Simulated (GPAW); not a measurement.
A run of GPAW 26.7.0 is set up as follows.

The input run.py:

```python
from ase.dft.bandgap import bandgap
from ase.io import read, write
from ase.units import GPa
from gpaw import GPAW, PW

atoms = read('Al.xyz')

calc = GPAW(mode=PW(600),
            xc='PBE',
            kpts={'size': (11, 11, 11), 'gamma': True},
            occupations={'name': 'fermi-dirac', 'width': 0.05},
            nbands=7,
            convergence={'density': 1e-05, 'energy': 1e-05},
            maxiter=150,
            txt='gpaw.txt')
atoms.calc = calc
energy = atoms.get_potential_energy()
forces = atoms.get_forces()
stress = atoms.get_stress()
calc.write('gs.gpw')
write('result.traj', atoms)
print(f'Energy: {energy:.6f} eV')
print('Forces (eV/A):')
print(forces.round(4))
print('Stress (GPa):', (stress / GPa).round(3))
print('Fermi level:', round(calc.get_fermi_level(), 4), 'eV')
print(f'Gap: {bandgap(calc)[0]:.4f} eV, direct: {bandgap(calc, direct=True)[0]:.4f} eV')

path = atoms.cell.bandpath('GXWKGLUWLK,UX', npoints=60, eps=1e-4)
bs_calc = calc.fixed_density(kpts=path, symmetry='off', nbands=13,
                             convergence={'bands': 'CBM+6.0', 'eigenstates': 1e-6}, txt='bands.txt')
bs = bs_calc.band_structure()
bs.write('bs.json')
print(f'Gap on the path: {bandgap(bs_calc)[0]:.4f} eV')
```

File Al.xyz:

```xyz
1
Lattice="0.0000000000 2.0248050000 2.0248050000 2.0248050000 0.0000000000 2.0248050000 2.0248050000 2.0248050000 0.0000000000" Properties=species:S:1:pos:R:3 pbc="T T T"
Al     0.0000000000      0.0000000000      0.0000000000
```

Potentials or basis: GPAW PAW data sets (gpaw-data 1.2.1), pw.

The run is started by

```bash
$ OMP_NUM_THREADS=1 python run.py
```

(1) Estimate the band gap along the path.

(2) What does it give for the pressure?

Results:

(1) none (metal or under the smearing width).

(2) -0.3 GPa.
